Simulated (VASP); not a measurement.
Set up this calculation in VASP 6.6.1, as the native input.

```
Task                   : Wannier functions by SCDM
Functional             : PBE
Potentials or basis    : VASP PAW PBE potentials, release 64 (B, As)
Cutoff                 : 520 eV
k mesh                 : 5 × 5 × 5
Occupations            : gaussian, width 0.02 eV
Spin                   : no spin polarisation
Further INCAR settings : ALGO = Fast; EDIFF = 1e-07; ISYM = -1
```

The system is BAs.

```
B As
1.0
     2.93437    0.00000    0.00000
     0.00000    2.93437    0.00000
     0.00000    0.00000    2.93437
B As
1 1
Direct
  0.50000 0.50000 0.50000
  0.00000 0.00000 0.00000
```

The cell was built by a generator and needn't be a form met in nature.

The input as run:

POSCAR

```
BAs
1.0
    2.9343700000      0.0000000000      0.0000000000
    0.0000000000      2.9343700000      0.0000000000
    0.0000000000      0.0000000000      2.9343700000
B As
1 1
Direct
    0.5000000000      0.5000000000      0.5000000000
    0.0000000000      0.0000000000      0.0000000000
```

INCAR.step1

```
  PREC = Accurate
  ENCUT = 520
  EDIFF = 1E-7
  ISMEAR = 0
  SIGMA = 0.02
  LREAL = False
  LASPH = True
  NELM = 100
  ALGO = Fast
  ISIF = 2
  LWAVE = True
  LCHARG = True
  GGA = PE
```

INCAR.step2

```
  PREC = Accurate
  ENCUT = 520
  EDIFF = 1E-7
  ISMEAR = 0
  SIGMA = 0.02
  LREAL = False
  LASPH = True
  NELM = 100
  ALGO = Fast
  ISIF = 2
  LWAVE = False
  LCHARG = False
  GGA = PE
  ISTART = 1
  ICHARG = 11
  ISYM = -1
  NUM_WANN = 4
  LSCDM = True
```

KPOINTS

```
Automatic mesh
0
Gamma
  5 5 5
```

KPOINTS_OPT

```
path GXMGRX,MR
12
line-mode
reciprocal
 0.0000000000  0.0000000000  0.0000000000  G
 0.0000000000  0.5000000000  0.0000000000  X

 0.0000000000  0.5000000000  0.0000000000  X
 0.5000000000  0.5000000000  0.0000000000  M

 0.5000000000  0.5000000000  0.0000000000  M
 0.0000000000  0.0000000000  0.0000000000  G

 0.0000000000  0.0000000000  0.0000000000  G
 0.5000000000  0.5000000000  0.5000000000  R

 0.5000000000  0.5000000000  0.5000000000  R
 0.0000000000  0.5000000000  0.0000000000  X

 0.5000000000  0.5000000000  0.0000000000  M
 0.5000000000  0.5000000000  0.5000000000  R
```

KPOINTS_WAN

```
path GXMGRX,MR
12
line-mode
reciprocal
 0.0000000000  0.0000000000  0.0000000000  G
 0.0000000000  0.5000000000  0.0000000000  X

 0.0000000000  0.5000000000  0.0000000000  X
 0.5000000000  0.5000000000  0.0000000000  M

 0.5000000000  0.5000000000  0.0000000000  M
 0.0000000000  0.0000000000  0.0000000000  G

 0.0000000000  0.0000000000  0.0000000000  G
 0.5000000000  0.5000000000  0.5000000000  R

 0.5000000000  0.5000000000  0.5000000000  R
 0.0000000000  0.5000000000  0.0000000000  X

 0.5000000000  0.5000000000  0.0000000000  M
 0.5000000000  0.5000000000  0.5000000000  R
```

Potentials or basis: VASP PAW PBE potentials, release 64 (B, As).

Launch:

```sh
$ cat potpaw_PBE.64/B/POTCAR potpaw_PBE.64/As/POTCAR > POTCAR
$ cp INCAR.step1 INCAR
$ mpirun -np 1 vasp_std > vasp.out
$ cp INCAR.step2 INCAR
$ mpirun -np 1 vasp_std > vasp.out
```

Results of the run:

```yaml
Band_gap_along_the_path: none (metal or under the smearing width)
```

Caveat: the k mesh is coarse (spacing up to 0.43 Å⁻¹), so the values aren't converged.

It took 9.5 s on 1 thread of Intel(R) Xeon(R) 6975P-C (Granite Rapids), on a shared host, peak memory 0.18 GiB.
